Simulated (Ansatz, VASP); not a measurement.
Two plane-wave programs on Si

INCAR

```
PREC = Accurate
ENCUT = 600
EDIFF = 1E-6
ISMEAR = 0
SIGMA = 0.1
LREAL = False
LASPH = True
NELM = 100
ALGO = Normal
ISIF = 3
LWAVE = False
LCHARG = False
GGA = PE
IVDW = 12
IBRION = 2
NSW = 100
EDIFFG = -0.01
```

Contents of KPOINTS:

```
Automatic mesh
0
Gamma
  18 18 18
```

The input POSCAR:

```
Si
1.0
    3.8424658172      0.0000000000      0.0000000000
   -1.9212329086      3.3276730109      0.0000000000
    0.0000000000      0.0000000000      3.2276708568
Si
2
Direct
    0.3333333333      0.6666666667      0.8812576062
    0.6666666667      0.3333333333      0.1187423938
```

Input for Ansatz:

```yaml
crystal:
  lattice:
    - [3.8424658172, 0.0, 0.0]
    - [-1.9212329086, 3.3276730109, 0.0]
    - [0.0, 0.0, 3.2276708568]
  atoms:
    - { symbol: Si, position: [0.3333333333, 0.6666666667, 0.8812576062] }
    - { symbol: Si, position: [0.6666666667, 0.3333333333, 0.1187423938] }
basis:
  ecutwfc: 420
kpoints:
  mp_grid: { grid: [18, 18, 18] }
hamiltonian:
  xc: pbe
  dispersion: d3bj
scf:
  occupations: { method: gaussian, width: 0.1 }
output:
  forces: true
  stress: true
  eigenvalues: true
relax:
  adjacent_minimum: "off"
  f_tol: 0.01
  max_steps: 80
  cell: { stress_tol: 0.05 }
```

Alike in both runs: task relaxation of cell and atoms; functional PBE; dispersion D3(BJ); k mesh 18 × 18 × 18; occupations gaussian, width 0.1 eV; no spin polarisation.

|  | VASP | Ansatz |
| --- | --- | --- |
| version | VASP 6.6.1 | Ansatz 0.2.0 |
| potentials or method | VASP PAW PBE potentials, release 64 (Si) | scalar-relativistic, plane waves, PAW |
| plane-wave cutoff (eV) | 600 | 420 |
| valence electrons in the cell | 8 | 8 |

Ansatz gave:

```
gap on the k mesh at the Fermi level, each at its own relaxed structure (eV) : none
relaxed volume (Å³/atom)                                                     : 20.63
relaxed cell length with the largest relative difference (Å)                 : 3.842
```

Which values does VASP return?

gap on the k mesh at the Fermi level, each at its own relaxed structure (eV): none; relaxed volume (Å³/atom): 20.62; relaxed cell length with the largest relative difference (Å): 3.842.

A gap of «none» marks a metal or a gap that the smearing closes. Ansatz warned: «dispersion_switch_in_reach».

Caveats: pairwise dispersion overbinds metals, which lowers pressure and volume.
